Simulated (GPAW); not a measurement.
Here is a GPAW 26.7.0 calculation.

File run.py:

```python
import numpy as np
from ase.dft.bandgap import bandgap
from ase.io import write
from ase.spacegroup import crystal
from ase.units import GPa
from gpaw import GPAW, PW
from gpaw.spinorbit import soc_eigenstates

# Ga 2b
# N 2b
atoms = crystal(['Ga', 'N'],
                basis=[[0.6666666667, 0.3333333333, 0.5],
                       [0.6666666667, 0.3333333333, 0.875]],
                spacegroup=186, setting=1,  # P6_3mc
                cellpar=[3.18, 3.18, 5.166, 90.0, 90.0, 120.0],
                primitive_cell=True)

calc = GPAW(mode=PW(800),
            xc='MGGA_X_MS2+GGA_C_REGTPSS',
            kpts={'size': (7, 7, 4), 'gamma': True},
            occupations={'name': 'fermi-dirac', 'width': 0.05},
            nbands=18,
            convergence={'density': 1e-05, 'energy': 1e-05},
            maxiter=150,
            txt='gpaw.txt')
atoms.calc = calc
energy = atoms.get_potential_energy()
forces = atoms.get_forces()
stress = atoms.get_stress()
calc.write('gs.gpw')
write('result.traj', atoms)
print(f'Energy: {energy:.6f} eV')
print('Forces (eV/A):')
print(forces.round(4))
print('Stress (GPa):', (stress / GPa).round(3))
print('Fermi level:', round(calc.get_fermi_level(), 4), 'eV')
print(f'Gap: {bandgap(calc)[0]:.4f} eV, direct: {bandgap(calc, direct=True)[0]:.4f} eV')

path = atoms.cell.bandpath('GMKGALHA,LM,KH', npoints=100, eps=1e-4)
bs_calc = calc.fixed_density(kpts=path, symmetry='off', nbands=29,
                             convergence={'bands': 'CBM+6.0', 'eigenstates': 1e-6}, txt='bands.txt')
bs = bs_calc.band_structure()
bs.write('bs.json')
print(f'Gap on the path: {bandgap(bs_calc)[0]:.4f} eV')

soc = soc_eigenstates(bs_calc, theta=0, phi=0, ignore_xc_potential=True)
np.savetxt('soc_bands.dat', soc.eigenvalues(), fmt='%.4f')
mesh = soc_eigenstates('gs.gpw', theta=0, phi=0, ignore_xc_potential=True)
np.savetxt('soc_mesh.dat', mesh.eigenvalues(), fmt='%.4f')
print('Fermi level with spin-orbit coupling:', round(mesh.fermi_level, 4), 'eV')
```

Potentials or basis: GPAW PAW data sets (gpaw-data 1.2.1), pw.

The run is started by

```console
$ OMP_NUM_THREADS=1 python run.py
```

**Question.** Predict the band gap on the k mesh.

**Answer.** 2.08 eV, direct.

**Question.** Estimate the band gap along the path.

**Answer.** 2.08 eV, direct.

**Question.** Estimate the largest force.

**Answer.** 0.205 eV/Å.

Stress tensor (GPa, compression positive):
```
 9.16  0.00  0.00
 0.00  9.16  0.00
 0.00  0.00 11.29
```

Caveat: spin-orbit coupling was added after a scalar SCF, so levels and gaps hold it while energy, forces, pressure and moments don't; this program's spin-orbit splittings come out too wide for heavy elements; the PAW data sets were made with another functional, which shifts forces and pressure a little.

**What was measured.**

From “Studying electronic properties in GaN without electrical contacts using γ-γ vs e−-γ Perturbed Angular Correlations”, 2019, pmc:6823545, for a bulk crystal of GaN: band gap 3.503 ± 0.005 eV (direct).

Measured gap of GaN: 3.503 eV (direct; quoted in “Studying electronic properties in GaN without electrical contacts using γ-γ vs e−-γ Perturbed Angular Correlations”, 2019, pmc:6823545). This calculation gives 2.08 eV (-1.42 eV). The value is that of MS2, without temperature or zero-point motion.
